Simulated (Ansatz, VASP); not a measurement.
## Two plane-wave programs on Bi

```
CELL_PARAMETERS angstrom
6.57851 0.00000 0.00000
-3.28926 5.69716 0.00000
0.00000 0.00000 6.28438
ATOMIC_POSITIONS crystal
Bi 0.50000 0.00000 0.70541
Bi 0.00000 0.50000 0.70541
Bi 0.50000 0.50000 0.70541
Bi 0.00000 0.50000 0.29459
Bi 0.50000 0.00000 0.29459
Bi 0.50000 0.50000 0.29459
```

Alike in both runs: task single point; functional PBE; k mesh 3 × 3 × 4; occupations gaussian, width 0.1 eV; no spin polarisation.

|  | VASP | Ansatz |
| --- | --- | --- |
| version | VASP 6.6.1 | Ansatz 0.2.0 |
| potentials or method | VASP PAW PBE potentials, release 64 (Bi_d) | scalar-relativistic, plane waves, PAW |
| plane-wave cutoff (eV) | 520 | 420 |
| valence electrons in the cell | 90 | 90 |

VASP gave:

| Item | Value |
| --- | --- |
| gap on the k mesh at the Fermi level (eV) | none |
| pressure (GPa) | 10.5 |
| largest component of the traceless stress (GPa) | 20.83 |
| rms of the force components (eV/Å) | 3.339 |

Problem. Which values does Ansatz return?

Solution. gap on the k mesh at the Fermi level (eV): none; pressure (GPa): 10.5; largest component of the traceless stress (GPa): 20.95; rms of the force components (eV/Å): 3.328.

Atom by atom the forces differ by 0.010 eV/Å (rms over components). A gap of «none» marks a metal or a gap that the smearing closes.

Caveats: the k mesh is coarse (spacing up to 0.37 Å⁻¹), so the values aren't converged; spin-orbit coupling is left out, which moves the levels of the heavy elements; forces of over 1 eV/Å show positions far from the minimum, so gaps and moduli don't describe the material at rest.
